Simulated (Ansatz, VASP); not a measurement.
One calculation of RuS2, two programs

```
CELL_PARAMETERS angstrom
3.52118 0.00000 0.00000
-1.76059 3.04943 0.00000
0.00000 0.00000 11.36079
ATOMIC_POSITIONS crystal
Ru 0.00000 0.00000 0.00000
Ru 0.00000 0.00000 0.50000
S 0.33333 0.66667 0.12600
S 0.33333 0.66667 0.62600
S 0.66667 0.33333 0.37400
S 0.66667 0.33333 0.87400
```

The cell comes from a database or a generator and needn't be the stable form of this composition.

Alike in both runs: task single point; functional r2SCAN; k mesh 6 × 6 × 2; occupations gaussian, width 0.05 eV; collinear spin, antiferromagnetic start; Hubbard terms Ru d U = 4 eV.

|  | VASP | Ansatz |
| --- | --- | --- |
| version | VASP 6.6.1 | Ansatz 0.2.0 |
| potentials or method | VASP PAW PBE potentials, release 64 (Ru_pv, S) | Ansatz PAW |
| plane-wave cutoff (eV) | 520 | 500 |
| valence electrons in the cell | 52 | 56 |

VASP gave:

```
gap on the k mesh at the Fermi level (eV)                     : 0.88
least direct gap on the mesh (eV)                             : 0.88
pressure (GPa)                                                : -6.3
largest component of the traceless stress (GPa)               : 0.91
rms of the force components (eV/Å)                            : 0.541
net moment per atom (μB)                                      : 0.00
size of the moment on the site where the two differ most (μB) : 1.97
```

Task: Estimate Ansatz's values.

Result: gap on the k mesh at the Fermi level (eV): 1.13; least direct gap on the mesh (eV): 1.13; pressure (GPa): -5.5; largest component of the traceless stress (GPa): 1.77; rms of the force components (eV/Å): 0.533; net moment per atom (μB): 0.00; size of the moment on the site where the two differ most (μB): 1.76.

Site moments also hang on the region over which each program counts them. The programs project onto different local orbitals, so the same U acts differently. Atom by atom the forces differ by 0.008 eV/Å (rms over components). The two sets of potentials don't hold the same shells in valence.

Caveats: the PAW data sets were made with another functional, which shifts forces and pressure a little (VASP); the magnetic or orbital state may not be the lowest (Ansatz); the PAW data sets come from PBE, with cores solved anew for the run's functional, which leaves a small shift of forces and pressure (Ansatz); forces of over 1 eV/Å show positions far from the minimum, so gaps and moduli don't describe the material at rest (Ansatz). A k mesh can miss the band edges. The state reached can hang on the start; a lower one may exist.
